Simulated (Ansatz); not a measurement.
## AlN: frozen-core PAW against all-electron methods

```xyz
4
Lattice="3.0690 0.0000 0.0000 -1.5345 2.6578 0.0000 0.0000 0.0000 4.9107" Properties=species:S:1:pos:R:3 pbc="T T T"
Al    0.0000    1.7719    0.0000
Al    1.5345    0.8859    2.4554
N     0.0000    1.7719    1.8906
N     1.5345    0.8859    4.3460
```

Atoms are numbered in the order listed.

Conventional cell: a = 3.069 Å, b = 3.069 Å, c = 4.911 Å, α = 90.00°, β = 90.00°, γ = 120.00°. Al (atom 1) has 4 N at 1.86 to 1.89 Å as nearest neighbours. N (atom 3) has 4 Al at 1.86 to 1.89 Å as nearest neighbours.

The cell is COD entry 9008860, as deposited and not checked against the literature; nothing was relaxed. The listed cell was then made from it by scaling, straining or moving an atom.

All numbers are computed: DFT, PBE, PAW with Ansatz's default frozen-core files, scalar-relativistic (Ansatz 0.2.0); DFT, PBE, all-electron PAW with datasets made for the crystal, scalar-relativistic (Ansatz 0.2.0); DFT, PBE, all-electron LAPW, scalar-relativistic (Ansatz 0.2.0).

For PAW: a Γ-centred 11×11×6 k mesh, Fermi–Dirac smearing of 0.02 eV, cutoff 420 eV, no spin polarisation. The crystal-made all-electron datasets (AE datasets) take a cutoff of 380 eV at this cell. LAPW targets a basis error of 1 meV/atom. The Ansatz runs share mesh, smearing and spin set-up. Plane-wave (PAW) pressures include the program's estimate of the Pulay term.

Stress and pressure are positive in compression.

The change that made this cell: volume scaled by 0.96.

```csv
quantity,PAW,AE datasets,LAPW
pressure (GPa),?,13.16,13.16
stress xx (GPa),?,14.16,14.16
stress zz (GPa),?,11.17,11.18
"force on Al1, z (eV/Å)",0.182,0.184,0.184
"force on N3, z (eV/Å)",-0.182,-0.184,-0.184
band gap (eV),4.516,4.525,4.524
```

Question: Fill in "PAW" for the row "stress zz (GPa)".

Answer: 11.27.

Question: What belongs in the row "pressure (GPa)", column "PAW"?

Answer: 13.27.

Question: Give the missing entry: row "stress xx (GPa)", column "PAW".

Answer: 14.27.
